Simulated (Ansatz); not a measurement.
# ZnSe (P4/nmm): convergence test of the k-point mesh

How fine a k-point mesh does ZnSe (P4/nmm) need? A script is to give a convergence test of the k-point mesh; the system is ZnSe (P4/nmm).

Computed with Ansatz 0.2.0, driven from Python. Level of theory: DFT r2SCAN, plane waves, PAW.

## (1) Starting point

It takes space group P4/nmm (No. 129, tetragonal). Conventional cell: a = 4.108 Å, b = 4.108 Å, c = 6.070 Å, α = 90.00°, β = 90.00°, γ = 90.00°. Zn (site symmetry -4m2) has 4 Se at 2.54 Å and 4 Zn at 2.90 Å as nearest neighbours. Se (site symmetry 4mm) has 4 Zn at 2.54 Å as nearest neighbours.

The script holds or builds the structure itself.

## (2) The script

File kconv.py:

```python
import ansatz as az
from pymatgen.core import Lattice, Structure
from pymatgen.io.ase import AseAtomsAdaptor
from tabulate import tabulate

FUNCTIONAL = "r2scan"
FILLING = "Fixed"
TOLERANCE = 1e-09


def main() -> None:
    pmg_structure = Structure(
        Lattice([(4.107702, 0.0, 0.0), (0.0, 4.107702, 0.0), (0.0, 0.0, 6.07035)]),
        ["Zn", "Zn", "Se", "Se"],
        [
            (0.0, 0.0, 0.0),
            (0.5, 0.5, 0.0),
            (0.0, 0.5, 0.24628),
            (0.5, 0.0, 0.75372),
        ],
    )
    cell = az.Crystal.from_ase(AseAtomsAdaptor.get_atoms(pmg_structure))

    calc = (
        cell.calculation()
        .functional(FUNCTIONAL)
        .occupations(FILLING)
        .basis(23 * az.Ha)
        .scf(tolerance=TOLERANCE)
        .pseudopotentials("paw")
        .band_table()
    )

    rows = []
    for value in [(2, 2, 2), (4, 4, 2), (4, 4, 4), (6, 6, 4), (8, 8, 6)]:
        report = calc.kpoints(*value).run(threads=1, pin="off").report
        rows.append((value, report["free_energy_ev"] / len(report["lattice"]["sites"]), report["n_iterations"], report["gap_by_band_count_ev"], report["n_kpoints"]))

    print(tabulate(rows, headers=["mesh", "F/atom (eV)", "iterations", "gap by band count (eV)", "k-points"], floatfmt=".4f", tablefmt="plain"))

    for row in rows[:-1]:
        shift = 1000 * (row[1] - rows[-1][1])
        print(f"{row[0]}: {shift:+.2f} meV/atom" + ("  (within 5 meV)" if abs(shift) < 5 else ""))


if __name__ == "__main__":
    main()
```

## (3) What the engine is handed

The package turns the script's settings into the engine's input (first run):

```yaml
crystal:
  lattice:
    - [4.107702, 0.0, 0.0]
    - [0.0, 4.107702, 0.0]
    - [0.0, 0.0, 6.07035]
  atoms:
    - { symbol: Zn, position: [0.0, 0.0, 0.0] }
    - { symbol: Zn, position: [0.5, 0.5, 0.0] }
    - { symbol: Se, position: [0.0, 0.5, 0.24627999999999997] }
    - { symbol: Se, position: [0.5, 0.0, 0.75372] }
basis:
  ecutwfc: 625.861883657724
kpoints:
  mp_grid:
    grid: [2, 2, 2]
hamiltonian:
  xc: r2scan
  pseudopotentials:
    kind: paw
scf:
  convergence:
    dr2_threshold: 1.0e-09
  occupations:
    method: fixed
output:
  eigenvalues: true
```

## (4) The run

On the command line:

```sh
$ python kconv.py
```

What it wrote:

```text
mesh         F/atom (eV)    iterations    gap by band count (eV)    k-points
(2, 2, 2)     -4402.3238            10                    2.3668           6
(4, 4, 2)     -4402.5421            10                    2.4188          12
(4, 4, 4)     -4402.5428            10                    2.4194          18
(6, 6, 4)     -4402.5519            10                    2.4242          30
(8, 8, 6)     -4402.5526            10                    2.4247          60
(2, 2, 2): +228.83 meV/atom
(4, 4, 2): +10.46 meV/atom
(4, 4, 4): +9.83 meV/atom
(6, 6, 4): +0.67 meV/atom  (within 5 meV)
```

Wall time 87 s (1 thread of Arm Neoverse V2, shared host); peak memory 0.88 GiB.

## (5) What changed from run to run

The engine's inputs for some of the other runs:

Run 2, against run 1:

```diff
@@ -15 +15 @@
-    grid: [2, 2, 2]
+    grid: [4, 4, 2]
```

Run 3, against run 1:

```diff
@@ -15 +15 @@
-    grid: [2, 2, 2]
+    grid: [4, 4, 4]
```

Run 4, against run 1:

```diff
@@ -15 +15 @@
-    grid: [2, 2, 2]
+    grid: [6, 6, 4]
```

## (6) What each run gave

From the records of these 5 runs:

```
run     k mesh  energy from run 5 (meV/atom)  gap on the mesh (eV)  SCF cycles  CPU time (s)
  1  [2, 2, 2]                        228.83                  2.37          10           5.8
  2  [4, 4, 2]                         10.46                  2.42          10           9.4
  3  [4, 4, 4]                          9.83                  2.42          10            13
  4  [6, 6, 4]                          0.67                  2.42          10            20
  5  [8, 8, 6]                          0.00                  2.42          10            37
```

## (7) Outcome

```
                              quantity           value
                         runs compared               5
       last run but one, from the last  +0.67 meV/atom
within 5 meV/atom of the last run from       [6, 6, 4]
```

What this shows: From 6×6×4 on it stays within 5 meV an atom of the value at 8×8×6; the first row (2×2×2) is off by 228.8 meV and the last but one by 0.67 meV. The last run costs about 6.4 times the first. The structure comes from a database of computed cells and needn't be a stable or known phase. Shifts are counted from the finest mesh, which is itself no proven limit.
